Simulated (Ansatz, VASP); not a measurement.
**Cd in VASP and in Ansatz**

File INCAR:

```
PREC = Accurate
ENCUT = 600
EDIFF = 1E-6
ISMEAR = 0
SIGMA = 0.1
LREAL = F
LASPH = T
NELM = 80
ALGO = Normal
ISIF = 3
LWAVE = F
LCHARG = F
GGA = PE
IBRION = 2
NSW = 90
EDIFFG = -0.04
```

KPOINTS

```
regular mesh
0
Gamma
  8 6 4
```

File POSCAR:

```
Cd
1.0
    2.4895367600      0.0000000000      0.0000000000
    0.0000000000      2.6078128200      0.0000000000
    0.0000000000      0.0000000000      6.1122773000
Cd
1
Direct
    0.5000000000      0.5000000000      0.5000000000
```

Input for Ansatz:

```yaml
crystal:
  lattice:
    - [2.48953676, 0.0, 0.0]
    - [0.0, 2.60781282, 0.0]
    - [0.0, 0.0, 6.1122773]
  atoms:
    - { symbol: Cd, position: [0.5, 0.5, 0.5] }
basis:
  ecutwfc: 420
kpoints:
  mp_grid: { grid: [8, 6, 4] }
hamiltonian:
  xc: pbe
scf:
  occupations: { method: gaussian, width: 0.1 }
  lower_state_search: "off"
output:
  forces: true
  stress: true
  eigenvalues: true
relax:
  adjacent_minimum: "off"
  f_tol: 0.04
  max_steps: 70
  cell: { stress_tol: 0.4 }
```

Alike in both runs: task relaxation of cell and atoms; functional PBE; k mesh 8 × 6 × 4; occupations gaussian, width 0.1 eV; no spin polarisation.

|  | VASP | Ansatz |
| --- | --- | --- |
| version | VASP 6.6.1 | Ansatz 0.2.0 |
| potentials or method | VASP PAW PBE potentials, release 64 (Cd) | scalar-relativistic, plane waves, PAW |
| plane-wave cutoff (eV) | 600 | 420 |
| valence electrons in the cell | 12 | 20 |

|  | VASP | Ansatz | Ansatz less VASP |
| --- | --- | --- | --- |
| gap on the k mesh at the Fermi level, each at its own relaxed structure (eV) | none | none | - |
| relaxed volume (Å³/atom) | 27.56 | 27.31 | -0.252 |
| relaxed cell length with the largest relative difference (Å) | 2.976 | 2.959 | -0.0170 |
| energy change over the relaxation (meV/atom) | -790 | -764 | +25.7 |

A gap of «none» marks a metal or a gap that the smearing closes. The two sets of potentials don't hold the same shells in valence.

Caveats: the k mesh is coarse (spacing up to 0.40 Å⁻¹), so the values aren't converged; the volume moved by over 15 % at a fixed basis, so the end points are rough (VASP).
